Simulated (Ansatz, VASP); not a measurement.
# Al35SiSbN35 (Sb_N-Si_Al): VASP beside Ansatz, part 2 of 2

One calculation is typed for both programs; each brings its own data sets. How far apart do they land? Of the first pair: The structure shown is the start of the Ansatz relaxation below; VASP solves that cell, so the two are compared at the walk's first step.

VASP 6.6.1 and Ansatz 0.2.0.

So far: Set-up; Ansatz: relaxation, r2SCAN.

## (3) VASP: single point, r2SCAN, start cell, pair 1

Level of this step: r2SCAN; plane waves and PAW (Al, N, Sb, Si) (VASP).

The same cell, functional and mesh now go to VASP, with its own data sets.

Lines of VASP's logs that name or quote its potential files are left out, and so is its time.

Input file INCAR:

```
SYSTEM = Al35SiSbN35
PREC = Accurate
ENCUT = 580
EDIFF = 1E-06
NELM = 120
ISMEAR = 0
SIGMA = 0.01
LREAL = Auto
ALGO = Normal
METAGGA = R2SCAN
LASPH = .TRUE.
NELECT = 290
NBANDS = 200
LORBIT = 11
LWAVE = .FALSE.
LCHARG = .FALSE.
ISIF = 2
ISYM = 0
GGA_COMPAT = .FALSE.
EFERMI = MIDGAP
LMIXTAU = .TRUE.
NCORE = 2
```

Input file POSCAR:

```
Al35SiSbN35
1.0
    9.3195655359      0.0000000860      0.0000000000
   -4.6597828424      8.0709804634      0.0000000000
    0.0000000000      0.0000000000      9.9564777190
Al N Sb Si
35 35 1 1
Direct
    0.2193301836      0.1095720632      0.2540418481
    0.1109834214      0.2207118452      0.4947668381
    0.2282628343      0.1130751071      0.7501154736
    0.1099201352      0.2167796092      0.9976775201
    0.2250114446      0.4487693902      0.2460542844
    0.1112840829      0.5508167205      0.5017923146
    0.2209349738      0.4411576756      0.7538454072
    0.1154250546      0.5599135087      0.9966443234
    0.2194165762      0.7791060838      0.2532774211
    0.1112359808      0.8836049130      0.4991954123
    0.2239137791      0.7759761047      0.7454545884
    0.1055669704      0.8853833835      0.9974687114
    0.5615126781      0.1153300960      0.2488590915
    0.4462040938      0.2190508290      0.5025688945
    0.5566524695      0.1161125289      0.7469454771
    0.4410076021      0.2199077262      0.9954608728
    0.5572228010      0.4409790072      0.2469185458
    0.4457833790      0.5609491910      0.4974833611
    0.5514941415      0.4415250376      0.7459019354
    0.4387819622      0.5530487879      0.9975874280
    0.5541293394      0.7720814070      0.2510594681
    0.4425307600      0.8870182494      0.4949026291
    0.5567757965      0.7751446036      0.7457255678
    0.4401179701      0.8904763176      0.0003720473
    0.8889432812      0.1086761302      0.2451401057
    0.7823268064      0.2276432140      0.5013182514
    0.8917141157      0.1095274518      0.7530813819
    0.7790968973      0.2252327262      0.0039871812
    0.8949334659      0.4480953633      0.2486721780
    0.8898396185      0.4467170922      0.7449331188
    0.7826176724      0.5605307748      0.9975754760
    0.8904306487      0.7746452803      0.2463910501
    0.7734603505      0.8847381016      0.4965205708
    0.8871951393      0.7759939393      0.7543519116
    0.7759197777      0.8829044954      0.9988542415
    0.2194206791      0.1051084171      0.4416259569
    0.1149083589      0.2228369897      0.1866167989
    0.2276073409      0.1157102269      0.9386724165
    0.1128118800      0.2179502228      0.6909722689
    0.2218836220      0.4439432108      0.4454030959
    0.1108071000      0.5508379076      0.1877725289
    0.2278161988      0.4490522554      0.9417335392
    0.1150494892      0.5579415054      0.6865415856
    0.2231172747      0.7742588412      0.4437010883
    0.1100887339      0.8834497894      0.1885940041
    0.2266327359      0.7796450517      0.9368859413
    0.1109229203      0.8941318869      0.6899100459
    0.5589418988      0.1087577843      0.4422251648
    0.4456640782      0.2175952438      0.1899353419
    0.5599759675      0.1102507875      0.9424277606
    0.4402154493      0.2203481932      0.6867355297
    0.4425335324      0.5565639741      0.1859891673
    0.5585919961      0.4488644184      0.9369656884
    0.4480229853      0.5570906759      0.6944906819
    0.5564928197      0.7731283678      0.4416987738
    0.4425924327      0.8828555582      0.1907313061
    0.5537528860      0.7717476186      0.9402077988
    0.4496145127      0.8936881949      0.6885656950
    0.8833673062      0.1079478420      0.4381525398
    0.7746555975      0.2252928181      0.1902653783
    0.8936161538      0.1155777699      0.9378176965
    0.7759696250      0.2197187741      0.6949622342
    0.8859682860      0.4382552950      0.4402517761
    0.7751675399      0.5590811369      0.1898543896
    0.8858910277      0.4472310322      0.9421934408
    0.7838490790      0.5582837120      0.6894421093
    0.8875947928      0.7727424136      0.4430902297
    0.7723781086      0.8884678839      0.1891695089
    0.8933488770      0.7771451005      0.9381694273
    0.7793762910      0.8944971389      0.6885879920
    0.5596700916      0.4489082793      0.4434016853
    0.7809897827      0.5530923973      0.4976187503
```

Input file KPOINTS:

```
Points of the shifted mesh
1
Reciprocal
 0.2500000000  0.2500000000  0.2500000000 1
```

Potentials, in the order of the species: Al, N, Sb and Si (PBE family, release 64).

The run is started by

```bash
$ mpirun -np 8 vasp_std
```

Numbers of over 12 decimals in the logs are rounded to 6 here.

The program printed:

```text
[banner, memory and clock lines left out]
running    8 mpi-ranks, on    1 nodes
[...]
|                                                                             |
|               ----> ADVICE to this user running VASP <----                  |
|                                                                             |
|     You enforced a specific xc type in the INCAR file but a different       |
|     [... a line on the potential file left out ...]
|     I HOPE YOU KNOW WHAT YOU ARE DOING!                                     |
|                                                                             |

 LDA part: xc-table for (None), standard interpolation
 POSCAR, INCAR and KPOINTS ok, starting setup
[...]
entering main loop
       N       E                     dE             d eps       ncg     rms          rms(c)
DAV:   1     0.119983799942E+04    0.11998E+04   -0.14877E+05   400   0.149E+03
DAV:   2    -0.675945703631E+03   -0.18758E+04   -0.17927E+04   496   0.295E+02
DAV:   3    -0.823726712298E+03   -0.14778E+03   -0.14632E+03   488   0.902E+01
DAV:   4    -0.826250022940E+03   -0.25233E+01   -0.25083E+01   480   0.121E+01
DAV:   5    -0.826301096266E+03   -0.51073E-01   -0.50980E-01   496   0.161E+00BRMIX: very serious problems
 the old and the new charge density differ
 old charge density:   289.00000 new  290.00000
    0.541E+01
DAV:   6    -0.699195159768E+03    0.12711E+03   -0.30700E+02   472   0.335E+01    0.265E+01
DAV:   7    -0.671855069176E+03    0.27340E+02   -0.17405E+01   456   0.106E+01    0.141E+01
DAV:   8    -0.694417512840E+03   -0.22562E+02   -0.74041E+00   448   0.792E+00    0.751E+00
DAV:   9    -0.668585441661E+03    0.25832E+02   -0.59972E+00   416   0.743E+00    0.300E+00
[...]
DAV:  21    -0.671624243026E+03   -0.21176E-05   -0.15598E-06   312   0.355E-03    0.300E-03
DAV:  22    -0.671624249208E+03   -0.61824E-05   -0.20546E-06   288   0.491E-03    0.147E-03
DAV:  23    -0.671624249397E+03   -0.18886E-06   -0.19262E-07   248   0.143E-03
   1 F= -.67162425E+03 E0= -.67162425E+03  d E =-.573048E-07
```

From OUTCAR (step 3):

```text
 POSITION                                       TOTAL-FORCE (eV/Angst)
 -----------------------------------------------------------------------------------
      1.53348      0.88435      2.52936         0.903765      0.189396     -0.732707
      0.00585      1.78136      4.92613         0.061343     -0.229651      1.281681
      1.60040      0.91263      7.46851        -1.006877     -0.358076     -0.339468
      0.01426      1.74962      9.93335         0.132344      1.060960      0.075356
      0.00584      3.62201      2.44983         0.439228     -0.695359      0.668109
     -1.52957      4.44563      4.99608        -0.090254      0.131885     -0.589817
      0.00332      3.56058      7.50565         0.507837      0.151837     -0.934239
     -1.53336      4.51905      9.92307        -0.339123     -0.555155      0.247758
     -1.58560      6.28815      2.52175         1.203541     -0.710467     -0.431594
     -3.08074      7.13156      4.97023        -0.366706      0.597631      0.743111
     -1.52910      6.26289      7.42210        -0.070027      1.179116      0.098505
     -3.14186      7.14591      9.93128         1.642995      0.996769      0.042366
      4.69564      0.93083      2.47776        -0.734906     -1.233602      0.582233
      3.13770      1.76795      5.00382         0.009133    -14.558491      4.231656
[...]
-----------------------------------------------------------------------------------
    total drift:                               -0.000290     -0.003086      0.074438

  FREE ENERGIE OF THE ION-ELECTRON SYSTEM (eV)
  ---------------------------------------------------
  free  energy   TOTEN  =      -671.6242493973 eV

  energy  without entropy=     -671.6242493400  energy(sigma->0) =     -671.62424937
```

The cell is charged against a uniform background. The PAW data sets were made with PBE, which is usual practice but a small mismatch for other functionals.

## (4) Side by side

Known differences besides the potentials themselves: VASP keeps PBE cores, Ansatz makes them for the functional; fixed occupations in Ansatz, narrow Gaussian smearing in VASP; the cutoff is 500 eV in Ansatz and 580 eV in VASP (PREC = Accurate, projectors in real space). Total energies have different zeros and are not compared.

Forces on 7 of the 72 atoms, those with the largest forces and the largest differences (eV/Å; atoms numbered as in POSCAR):

| atom | Ansatz x, y, z | VASP x, y, z |
| --- | --- | --- |
| Al14 | 0.013, -14.783, 4.326 | 0.009, -14.558, 4.232 |
| Al17 | -0.721, -0.183, -15.196 | -0.745, -0.180, -15.012 |
| Al18 | -15.124, 6.899, 6.481 | -14.834, 6.712, 6.379 |
| N42 | -1.501, -1.455, -0.506 | -1.511, -1.469, -0.509 |
| N63 | 0.089, 2.691, 0.326 | 0.129, 2.689, 0.311 |
| Sb71 | -2.604, -3.118, -1.484 | -2.918, -3.171, -1.521 |
| Si72 | 17.676, 8.363, 6.578 | 17.719, 8.364, 6.625 |

The forces differ by 40 meV/Å r.m.s., which is 1.6 % of the r.m.s. force of 2.481 eV/Å (both taken over all components). The cell carries a charge of -1 e against a uniform background, so its pressure also hangs on how the neutralising background is counted, and in a defect's cell a gap may be the spacing between its levels.

## (5) Ansatz: relaxation, r2SCAN

This run makes the geometry at which the two programs are then compared.

The structure compared here is the end of the Ansatz relaxation.

Input file input.yaml:

```yaml
crystal:
  lattice:
    - [3.10652185, 3.0e-08, 0.0]
    - [-1.55326095, 2.69032682, 0.0]
    - [0.0, 0.0, 4.97823886]
  atoms:
    - { symbol: Al, position: [0.66666667, 0.33333333, 0.49920333] }
    - { symbol: Al, position: [0.33333333, 0.66666667, 0.99920333] }
    - { symbol: "N", position: [0.66666667, 0.33333333, 0.88079667] }
    - { symbol: "N", position: [0.33333333, 0.66666667, 0.38079667] }
  supercell: [3, 3, 2]
  defects:
    - { substitution: { at: 34, symbol: Sb } }
    - { substitution: { at: 57, symbol: Si } }
total_charge: -1
basis:
  ecutwfc: 500
  xc_grid: 2
hamiltonian:
  xc: r2scan
  pseudopotentials: { kind: paw, azcp: { folder: soft_1 } }
kpoints:
  mp_grid: { grid: [1, 1, 1], shift: [0.25, 0.25, 0.25] }
scf:
  occupations: { method: fixed }
  max_iter: 80
output:
  forces: true
  charged_corrections:
    epsilon: [4.49, 4.49, 4.72]
    static_epsilon: [8.15, 8.15, 9.65]
    defect_position: [0.666667, 0.5, 0.47]
relax:
  f_tol: 0.02
  max_steps: 80
  random_displacement: { amplitude: 0.05, seed: 5266 }
checkpoint:
  write: "../qm1.relax.run"
  compress: false
  write_wavefunctions: true
  write_every: 100000
```

The run is started by

```bash
$ ansatz run input.yaml --threads 4 --pin off --max-ram 7536MiB --backend cpu --events-out ev --progress --plain --runs-dir out
```

The program printed:

```text
[...]
Crystal: 72 atoms, lattice volume = 748.907 Å³
Basis set: ecut = 500 eV, 18913 PW (Γ), exchange–correlation on 144×144×150 points (8 copies of the dense FFT grid, shifted against one another)
Bands: 222, of which v1, the nominal top of the filled ones, is band 150 counted from 1 (149 counted from 0)
Symmetry: 1 space group operations
k-points: 1
[...]
SCF iter   1: F=—  HF=-39631.909895 eV  |F-HF|=—  |Δ(HF+E_count)|=         —  Δρ=1.27e-1  dr2=1.56e2  dr2_τ=1.79e1  ethr=3.10e-3  ⟨swp⟩=6.0  Hψ=756  notcnv=0  defer=70
[...]
- { symbol: Sb, position: [0.580683, 0.456511, 0.440137] }
[...]
- { symbol: Si, position: [0.860137, 0.595767, 0.520578] }
[...]
- { symbol: Al, position: [0.887822, 0.776226, 0.243574] }
    - { symbol: Al, position: [0.776831, 0.887680, 0.497145] }
    - { symbol: N, position: [0.891405, 0.788612, 0.430491] }
    - { symbol: N, position: [0.776350, 0.888530, 0.188336] }
    - { symbol: Al, position: [0.893261, 0.782320, 0.752517] }
    - { symbol: Al, position: [0.777994, 0.890081, 0.999882] }
    - { symbol: N, position: [0.890949, 0.783149, 0.939851] }
    - { symbol: N, position: [0.778525, 0.887921, 0.688861] }
```

## (6) VASP: single point, r2SCAN, relaxed cell, pair 2

The same cell, functional and mesh now go to VASP, with its own data sets.

INCAR is that of step 3.

Input file POSCAR:

```
Al35SiSbN35
1.0
    9.3195655449      0.0000000930      0.0000000000
   -4.6597828449      8.0709804630      0.0000000000
    0.0000000000      0.0000000000      9.9564777200
Al N Sb Si
35 35 1 1
Direct
    0.2221467981      0.1079155840      0.2521235814
    0.1117512823      0.2217724825      0.4988028645
    0.2176346661      0.1093622960      0.7544674066
    0.1095271005      0.2206949263      0.0040601168
    0.2224263095      0.4460360342      0.2521544743
    0.1029757928      0.5664211683      0.5040240860
    0.2175206996      0.4399758163      0.7543973318
    0.1115879923      0.5546600157      0.0002822129
    0.2246452643      0.7780883542      0.2467213174
    0.1031096517      0.8680428073      0.5043697685
    0.2220095266      0.7768677095      0.7515828965
    0.1115783749      0.8886815302      0.0003590841
    0.5540733013      0.1104466900      0.2486770659
    0.4207601654      0.1785314796      0.5147455711
    0.5581450393      0.1082751581      0.7517110039
    0.4402199105      0.2141794514      0.9905033210
    0.5565218410      0.4439727645      0.1980683906
    0.4213982266      0.5746495254      0.5149217507
    0.5527124142      0.4423280940      0.7437314938
    0.4402900250      0.5578386901      0.9905557766
    0.5541151150      0.7753703221      0.2486529658
    0.4469901744      0.8895131293      0.4984536097
    0.5581350148      0.7816305398      0.7518453260
    0.4452822681      0.8885827493      0.0003873348
    0.8877736896      0.1096796560      0.2519204559
    0.7766031399      0.2209253552      0.4969468044
    0.8894906032      0.1107501747      0.7478081945
    0.7780842971      0.2198301350      0.9997215322
    0.8878745975      0.4430774327      0.2431934663
    0.8933250646      0.4431057664      0.7523213594
    0.7836923856      0.5578364205      0.9851547680
    0.8878215461      0.7762264450      0.2435740445
    0.7768313796      0.8876804400      0.4971450011
    0.8932608599      0.7823197726      0.7525167241
    0.7779943648      0.8900813360      0.9998823782
    0.2113424729      0.0968261078      0.4428288992
    0.1112408510      0.2212591174      0.1942865511
    0.2172771372      0.1097775733      0.9418291145
    0.1113466517      0.2213124575      0.6901699157
    0.2121072605      0.4471388342      0.4430790723
    0.1120019211      0.5553485471      0.1882741220
    0.2173216443      0.4397599117      0.9417807748
    0.1151308612      0.5541543231      0.6961367420
    0.2351027159      0.7834334613      0.4334064803
    0.1118556366      0.8876274962      0.1883703466
    0.2230161797      0.7776345942      0.9413063136
    0.1152631753      0.8925320458      0.6965199334
    0.5546868799      0.1030827979      0.4398879030
    0.4390689444      0.2121177753      0.1779819232
    0.5577716177      0.1086712818      0.9389551819
    0.4391936489      0.2116037826      0.7026862115
    0.4393069810      0.5581280542      0.1781070326
    0.5529212941      0.4426318531      0.9422280854
    0.4392127998      0.5588761451      0.7027462471
    0.5552089797      0.7845271746      0.4396432841
    0.4463510419      0.8888111367      0.1878056396
    0.5577187132      0.7813999122      0.9390463304
    0.4446340533      0.8879065203      0.6897312104
    0.8880095417      0.1101705199      0.4413222791
    0.7763418752      0.2188582041      0.1881521694
    0.8893953862      0.1108273169      0.9389741624
    0.7786188290      0.2222023749      0.6887404817
    0.8912768770      0.4343041271      0.4296013223
    0.7873824781      0.5592494101      0.1719105174
    0.8909470743      0.4402499700      0.9396839290
    0.7818733773      0.5569315329      0.7070954209
    0.8914053704      0.7886121081      0.4304906525
    0.7763496542      0.8885301246      0.1883356452
    0.8909485421      0.7831485925      0.9398507444
    0.7785246167      0.8879209000      0.6888611634
    0.5806829330      0.4565109936      0.4401371072
    0.8601371208      0.5957666164      0.5205784080
```

KPOINTS is that of step 3.

The run is started by

```bash
$ mpirun -np 8 vasp_std
```

The program printed:

```text
[banner, memory and clock lines left out]
running    8 mpi-ranks, on    1 nodes
[...]
[... a notice as in an earlier step ...]

 LDA part: xc-table for (None), standard interpolation
 POSCAR, INCAR and KPOINTS ok, starting setup
[...]
entering main loop
       N       E                     dE             d eps       ncg     rms          rms(c)
DAV:   1     0.118146026436E+04    0.11815E+04   -0.14873E+05   400   0.149E+03
DAV:   2    -0.690173862385E+03   -0.18716E+04   -0.17943E+04   496   0.295E+02
DAV:   3    -0.841172667031E+03   -0.15100E+03   -0.14959E+03   480   0.920E+01
DAV:   4    -0.844029924268E+03   -0.28573E+01   -0.28452E+01   480   0.130E+01
DAV:   5    -0.844099694218E+03   -0.69770E-01   -0.69688E-01   488   0.198E+00BRMIX: very serious problems
 the old and the new charge density differ
 old charge density:   289.00000 new  290.00000
    0.539E+01
DAV:   6    -0.716406152087E+03    0.12769E+03   -0.28874E+02   472   0.333E+01    0.250E+01
DAV:   7    -0.690061785239E+03    0.26344E+02   -0.15642E+01   456   0.105E+01    0.137E+01
DAV:   8    -0.715261341043E+03   -0.25200E+02   -0.84461E+00   432   0.911E+00    0.751E+00
DAV:   9    -0.684754847234E+03    0.30506E+02   -0.78002E+00   416   0.835E+00    0.234E+00
[...]
DAV:  23    -0.689429884698E+03    0.73172E-05   -0.22520E-06   296   0.651E-03    0.136E-02
DAV:  24    -0.689429895393E+03   -0.10695E-04   -0.49445E-06   408   0.803E-03    0.336E-03
DAV:  25    -0.689429895410E+03   -0.17226E-07   -0.36206E-07   248   0.205E-03
   1 F= -.68942990E+03 E0= -.68942990E+03  d E =0.000000E+00
```

From OUTCAR (step 6):

```text
 POSITION                                       TOTAL-FORCE (eV/Angst)
 -----------------------------------------------------------------------------------
      1.56745      0.87098      2.51026        -0.000797      0.000622      0.005905
      0.00806      1.78992      4.96632        -0.003343     -0.001999     -0.006712
      1.51866      0.88266      7.51184         0.000937      0.002940      0.009393
     -0.00765      1.78122      0.04042         0.000352     -0.000038     -0.003621
     -0.00551      3.59995      2.51057        -0.002284      0.001349      0.004531
     -1.67971      4.57157      5.01830        -0.004129      0.004857      0.003217
     -0.02299      3.55104      7.51114         0.003163     -0.001465      0.008460
     -1.54464      4.47665      0.00281         0.002164     -0.001143     -0.009918
     -1.53213      6.27994      2.45648        -0.001093     -0.000655      0.005602
     -3.08395      7.00596      5.02175         0.003753     -0.000841      0.000828
     -1.55100      6.27008      7.48312         0.002928     -0.001873      0.002112
     -3.10120      7.17253      0.00358         0.000476      0.000129     -0.008042
      4.64906      0.89141      2.47595         0.001565     -0.001943     -0.007403
      3.08938      1.44092      5.12505        -0.002236     -0.064554      0.030882
[...]
-----------------------------------------------------------------------------------
    total drift:                                0.004103      0.005246     -0.003320

  FREE ENERGIE OF THE ION-ELECTRON SYSTEM (eV)
  ---------------------------------------------------
  free  energy   TOTEN  =      -689.4298954100 eV

  energy  without entropy=     -689.4298954100  energy(sigma->0) =     -689.42989541
```

The run ends at a pressure of 9.27 GPa, with forces up to 0.089 eV/Å.

## (7) Side by side

The two programs side by side:

| quantity | Ansatz | VASP | difference |
| --- | --- | --- | --- |
| gap on the k mesh (eV) | 2.376 | 2.367 | +0.008 |

At this near-relaxed geometry the largest component of a force difference is 71 meV/Å. A gap on the mesh is an upper bound, since the band edges may lie between its points. The cell carries a charge of -1 e against a uniform background, so its pressure also hangs on how the neutralising background is counted, and in a defect's cell a gap may be the spacing between its levels.

## (8) Summary of results

| Quantity | Value |
| --- | --- |
| r.m.s. force difference (single point, r2SCAN, start cell, pair 1) | 1.6 % of the r.m.s. force |
| difference in gap on the k mesh (single point, r2SCAN, relaxed cell, pair 2) | 0.0084 eV |
| r.m.s. force difference (single point, r2SCAN, relaxed cell, pair 2) | 11 meV/Å |

**Reading.** The r.m.s. force difference is 11 meV/Å (single point, r2SCAN, relaxed cell, pair 2), within the 12 meV/Å picked in this series as the mark of a large difference. The data sets hold unlike numbers of valence electrons (300 in Ansatz and 290 in VASP), so part of the differences comes from the potentials. Such differences can come from data sets, numerical settings and the points named under the comparisons, not from the functional's error against experiment.

[Lines on the potential files, build, host, timing and source positions are cut from VASP's logs without a mark.]

[Logs are printed without paths, hosts, clocks, repeated set-up lines and the standing remarks that a program may print on its own settings, such as how far it seeks lower states.]

[Hosts, paths, dates, database ids (printed as entryN), source tags and the programs' standing remarks are cut or masked in the printed files.]
